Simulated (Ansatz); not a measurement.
TiSe:

```xyz
2
Lattice="3.4034 0.0000 0.0000 0.0000 3.4034 0.0000 0.0000 0.0000 3.4034" Properties=species:S:1:pos:R:3 pbc="T T T"
Ti    0.0000    0.0000    0.0000
Se    1.7017    1.7017    1.7017
```

The cell comes from a database or a generator and needn't be the stable form of this composition.

Base run:

* Program: Ansatz 0.2.0
* Functional: PBE
* Potentials or basis: Ansatz PAW
* Cutoff: 420 eV (not typed: the program's choice for these potentials)
* k mesh: 6 × 6 × 6
* Occupations: gaussian, width 0.05 eV
* Spin: collinear spin, ferromagnetic start
* Starting moments: [2.0, 0.0] μB
* Fixed moment: 2 μB
* Hubbard terms: Ti d U = 3 eV

Its results: pressure 2.1 GPa; site moments Ti +1.71; Se -0.05 μB.

Task: The run is repeated on the same cell with these changes: hubbard terms from Ti d U = 3 eV to none; hubbard projectors from ortho-atomic (the default) to none. What comes out?

Result: Pressure -8.5 GPa; site moments Ti +1.63; Se -0.08 μB.

Caveats: the total moment is fixed, so each spin has its own Fermi level; the thresholds are loose for stress; the magnetic or orbital state may not be the lowest (some runs).
